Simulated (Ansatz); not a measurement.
A free-standing 2H monolayer of MoS2, relaxed with r2SCAN in the PAW code Ansatz. In-plane lattice: a = 3.184 Å, b = 3.184 Å, γ = 120.0°; thickness between the outer nuclei 3.10 Å. Mo has 6 S at 2.41 Å; S has 3 Mo at 2.41 Å.

The axes x, y and z are those of this cell:
```
Mo S
1.0
     3.18388    0.00000    0.00000
    -1.59194    2.75732    0.00000
     0.00000    0.00000   30.57252
Mo S
1 2
Cartesian
  0.0000 1.8382 9.0000
  1.5919 0.9191 10.5524
  1.5919 0.9191 7.4476
```
The sheet repeats along a and b alone.

Unstrained: With PBE the valence top lies at Γ and the conduction bottom at K, 1.595 eV higher; the smallest vertical gap, at K, is 1.661 eV. With r2SCAN the valence top lies at Γ and the conduction bottom at K, 1.675 eV higher; the smallest vertical gap, at K, is 1.764 eV. The HSE06 gap is indirect, 2.106 eV (Γ to K), below the direct gap of 2.116 eV at K. Least and direct gap differ so little that the kind isn't settled. Meshes: PBE 12×12×1, r2SCAN 12×12×1, HSE06 6×6×1. Strains are changes of length per length, and xy shears are angles. After each strain the atoms were relaxed again with r2SCAN within the symmetry that the strain leaves, so tilts or polar shifts that break it weren't tested; points keep the names that they have in the unstrained zone. The values are computed, spin-unpolarised, and not measurements.

**Question.** Apply in-plane biaxial +2.0 %. How far does the gap move, against the unstrained cell?

**Answer.** PBE: the gap goes from 1.595 to 1.145 eV (-0.450 eV). r2SCAN: the gap goes from 1.675 to 1.211 eV (-0.464 eV). HSE06: the gap goes from 2.106 to 1.604 eV (-0.502 eV). The r2SCAN energy rises by 12.6 meV an atom.

**Question.** Estimate what uniaxial -1.0 % along x, other directions held does to the gap.

**Answer.** PBE: the gap goes from 1.595 to 1.715 eV (+0.120 eV); the edges go from Γ → K to Γ → (0.331, 1/3, 0). r2SCAN: the gap goes from 1.675 to 1.799 eV (+0.124 eV); the edges go from Γ → K to Γ → (0.331, 1/3, 0). HSE06: the gap goes from 2.106 to 2.184 eV (+0.078 eV); it turns from indirect (Γ → K) to direct ((0.331, 1/3, 0)); least and direct gap lie within 0.04 eV, so its kind isn't settled. The r2SCAN energy rises by 1.3 meV an atom.

**Question.** Estimate what in-plane biaxial -2.0 % does to the gap.

**Answer.** PBE: the gap goes from 1.595 to 1.890 eV (+0.295 eV); the edges go from Γ → K to K → Γ–K (0.51). r2SCAN: the gap goes from 1.675 to 2.013 eV (+0.338 eV); it turns from indirect (Γ → K) to direct (K). HSE06: the gap goes from 2.106 to 2.404 eV (+0.298 eV); it turns from indirect (Γ → K) to direct (K); least and direct gap lie within 0.04 eV, so its kind isn't settled. The r2SCAN energy rises by 13.3 meV an atom.

**Question.** Apply xy shear, engineering strain (angle) -1.5 %. How far does the gap move, against the unstrained cell?

**Answer.** PBE: the gap goes from 1.595 to 1.594 eV (-0.001 eV); the edges go from Γ → K to Γ → (1/3, 0.339, 0). r2SCAN: the gap goes from 1.675 to 1.675 eV (0.000 eV); the edges go from Γ → K to Γ → (1/3, 0.339, 0). HSE06: the gap goes from 2.106 to 2.106 eV (0.000 eV); the edges go from Γ → K to Γ → (1/3, 0.339, 0). The r2SCAN energy rises by 1.1 meV an atom.

The runs are scalar-relativistic, without spin-orbit coupling.

Where an edge lies off the special points, it is a point of the mesh or the k point where a search put PBE's edge or least direct gap, reused for the other functionals, whose own edges may lie a little apart.

Coordinates of k points refer to the reciprocal vectors of the primitive cell of the runs.

The meshes of the hybrids are coarse, so their gaps aren't converged to the digits shown.

For some runs the program warns that the potential is rough where the density is thin, which bears on empty states near the vacuum.
